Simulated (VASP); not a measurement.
Write the native input for VASP 6.6.1 that does the following.

```yaml
Task: relaxation of cell and atoms
Functional: PBEsol
Potentials_or_basis: VASP PAW PBE potentials, release 64 (Se)
Cutoff: 520 eV
k_mesh: 6 × 6 × 6
Occupations: gaussian, width 0.1 eV
Spin: no spin polarisation
Target_pressure: 187.5 GPa
Further_INCAR_settings: ALGO = Normal; EDIFF = 1e-07; IBRION = 2; EDIFFG = -0.002; NSW = 80; ISIF = 3
Target_pressure: 187.5 GPa
```

The structure of Se lies in POSCAR:

```
Se                                      
1.0
    1.9194145509      1.1081745151      0.9290819224
   -1.9194145509      1.1081745151      0.9290819224
    0.0000000000     -2.2163490304      0.9290819224
  Se            
     1
Direct
     0.0000000000000000    0.0000000000000000    0.0000000000000000
```

This isn't the form of Se at room conditions, which is trigonal, of chains.

The input as run:

INCAR

```
PREC     = Accurate       # precision mode
ENCUT    = 520            # plane-wave cutoff, eV
EDIFF    = 1E-7           # SCF threshold, eV
ISMEAR   = 0              # smearing method
SIGMA    = 0.1            # smearing width, eV
LREAL    = F              # projectors in reciprocal space
LASPH    = T              # aspherical terms in the spheres
NELM     = 60             # most SCF steps
ALGO     = Normal         # electronic algorithm
ISIF     = 3              # what is computed and relaxed
LWAVE    = F              # write WAVECAR
LCHARG   = F              # write CHGCAR
GGA      = PS             # functional
IBRION   = 2              # ionic algorithm
NSW      = 80             # ionic steps
EDIFFG   = -0.002         # ionic threshold
PSTRESS  = 1875.0
```

KPOINTS

```
regular mesh
0
Gamma
  6 6 6
```

Potentials or basis: VASP PAW PBE potentials, release 64 (Se).

Run with:

```console
$ cat potpaw_PBE.64/Se/POTCAR > POTCAR
$ mpirun -np 1 vasp_std > vasp.out
```

It gave:

| Item | Value |
| --- | --- |
| Relaxed volume | 10.67 Å³/atom |
| Relaxed cell | a = 2.333 Å, b = 2.333 Å, c = 2.333 Å, α = 106.66°, β = 106.66°, γ = 106.66° |
| Space group after relaxing (to 0.05 Å) | R-3m (No. 166) |
| Energy change on relaxing (the enthalpy is what falls) | +1144.0 meV/atom |
| Ionic steps | 16 |
| Pressure after relaxing | 187.5 GPa |
| Band gap on the k mesh | none (metal or under the smearing width) |

Caveat: the k mesh is coarse (spacing up to 0.49 Å⁻¹), so the values aren't converged; the cell is relaxed towards a set pressure, so the enthalpy falls and the energy may rise; the PAW data sets were made with another functional, which shifts forces and pressure a little.

Run time: 20 s on 1 thread of Intel(R) Xeon(R) Platinum 8488C (Sapphire Rapids), with other jobs on the host, peak memory 0.12 GiB.
